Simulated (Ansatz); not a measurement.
## TiO2 (P3_121), random displacements

Level of theory: Ansatz 0.2.0, DFT r2SCAN, scalar-relativistic, plane waves, PAW. Settings: plane waves to 500 eV, k-mesh 6×6×4 (Γ-centred), Gaussian smearing 0.05 eV. No spin polarisation. Energies are free energies at this smearing, counted from the undisturbed cell; pressure is positive in compression.

The starting cell (relaxed at this level; this form isn't the usual structure):

```
Ti O
1.0
     5.56199    0.00000    0.00000
    -2.78099    4.81682    0.00000
     0.00000    0.00000    6.06023
Ti O
3 6
Direct
  0.46617 0.00000 0.33333
  0.00000 0.46617 0.66667
  0.53383 0.53383 0.00000
  0.41894 0.27174 0.21360
  0.72826 0.14720 0.54693
  0.85280 0.58106 0.88027
  0.27174 0.41894 0.78640
  0.14720 0.72826 0.45307
  0.58106 0.85280 0.11973
```

The atoms are displaced (Å, in the unstrained cell):

```csv
atom,ux,uy,uz
Ti1,0.003,-0.039,-0.003
Ti2,0.024,-0.005,0.018
Ti3,0.044,0.054,-0.110
O4,-0.078,-0.040,0.082
O5,-0.035,0.034,-0.013
O6,0.060,0.020,0.011
O7,0.119,-0.062,-0.006
O8,-0.011,0.008,-0.074
O9,-0.126,0.030,0.093
```

Strain (Voigt, engineering shear): (-0.0494, -0.0311, -0.0746, -0.0306, -0.0275, 0.0012).

Task: What are the energy change, the stress and the forces?

Result: ΔE = 406.7 meV/atom; stress (xx, yy, zz, yz, xz, xy; compression positive) (38.31, 19.56, 32.83, 15.11, -2.28, 2.80) GPa; gap on the mesh 4.10 eV.
| atom | Fx (eV/Å) | Fy | Fz |
| --- | --- | --- | --- |
| Ti1 | -7.27 | 3.58 | 3.12 |
| Ti2 | 1.33 | 1.15 | -3.56 |
| Ti3 | 1.06 | 0.19 | 8.69 |
| O4 | -1.18 | 3.14 | -2.45 |
| O5 | 3.07 | 0.49 | 4.00 |
| O6 | 1.11 | 1.79 | 1.44 |
| O7 | -2.49 | -2.80 | -4.38 |
| O8 | -2.49 | -3.47 | 2.08 |
| O9 | 6.87 | -4.06 | -8.92 |

Cost: 1 run of about 0.57 core-minutes, on AMD EPYC 9R45 (Zen 5) (shared hosts).